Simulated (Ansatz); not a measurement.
C4H6 can be A, `C=CC=C`, or B, `C1[C@H]2C[C@@H]12`.

Program: Ansatz. Geometries: PBE0-D4/def2-TZVP. ΔE: electronic, gas phase. CCSD(T)/CBS is the MP2 limit (def2-TZVPP, def2-QZVPP) plus CCSD(T) − MP2 in def2-TZVPP, frozen cores. Functionals use def2-TZVPP. B3LYP here is the variant with VWN-RPA as its local correlation; programs differ in this. One conformer a species, not always the lowest.

**Question.** Which isomer does CCSD(T)/CBS put lower? Give the gap. (Best estimate.)

**Answer.** Computed: A, by 26.8 kcal/mol.

**Question.** Give E(B) − E(A) in kcal/mol with HF/def2-TZVPP, B2PLYP, LDA (SPW92), PBE-D4, PBE0-D4, r2SCAN-D4, B3LYP-D4. (Estimate.)

**Answer.** Ansatz gave: HF/def2-TZVPP 33.2, B2PLYP 28.7, LDA (SPW92) 16.0, PBE-D4 22.9, PBE0-D4 20.1, r2SCAN-D4 23.9, B3LYP-D4 31.2. None reverses the order clearly.

**Question.** Does the order hold for the free energy at 298.15 K (harmonic terms from PBE0-D4)? (Best estimate.)

**Answer.** The calculation gave: Yes: G(B) − G(A) = +28.4 kcal/mol, for one conformer each.

Largest T1 diagnostic: 0.011.

From BLYP to BHLYP (50 % exact exchange), in def2-TZVPP and without D4, E(B) − E(A) moves by −5.3 kcal/mol. At CCSD(T), def2-SVP lies −1.6 kcal/mol from the extrapolated value and def2-TZVPP +0.0 kcal/mol.
